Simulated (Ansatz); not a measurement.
# PtSe2 (Sudovikovite) under changes of volume

One of the cells (20.265 Å³/atom); the others are scaled copies at fixed shape and fractional positions:

```xyz
3
Lattice="3.7240 0.0000 0.0000 -1.8620 3.2251 0.0000 0.0000 0.0000 5.0620" Properties=species:S:1:pos:R:3 pbc="T T T"
Pt    0.0000    0.0000    0.0000
Se    1.8620    1.0750    3.7965
Se    0.0000    2.1501    1.2655
```

```yaml
Program: Ansatz 0.2.0
Functional: LDA
Potentials_or_basis: Ansatz PAW
Cutoff: "420 eV (not typed: the program's choice for these potentials)"
k_mesh: 8 × 8 × 5
Occupations: fermi-dirac, width 0.05 eV
Spin: no spin polarisation
```

```csv
volume (Å³/atom),energy over the lowest point (meV/atom),pressure (GPa),largest force (eV/Å)
19.049,30.43,9.1,1.047
19.455,12.11,5.5,0.739
19.860,2.27,2.3,0.456
20.265,0.00,-0.5,0.196
20.671,4.44,-3.0,0.041
21.076,?,?,?
21.481,30.57,-7.2,0.459
```

Question: What does the run at 21.076 Å³/atom give?

Answer: Energy over the lowest point 14.85 meV/atom; pressure -5.2 GPa; largest force 0.260 eV/Å.

Worked out: A Birch-Murnaghan fit of order 3 (a polynomial in V^(-2/3)) to the other rows has its minimum at 20.19 Å³/atom with B0 = V·E''(V) = 135 GPa and B' = 4.8 at fixed shape and positions, which overstates the stiffness. It gives 14.85 meV/atom at 21.076 Å³/atom, against the run's 14.85, and -dE/dV = -5.2 GPa, against -5.2.

Energies are extrapolated to zero smearing.

Caveats: the PAW data sets come from PBE, with cores solved anew for the run's functional, which leaves a small shift of forces and pressure; forces of over 1 eV/Å show positions far from the minimum, so gaps and moduli don't describe the material at rest (some runs).
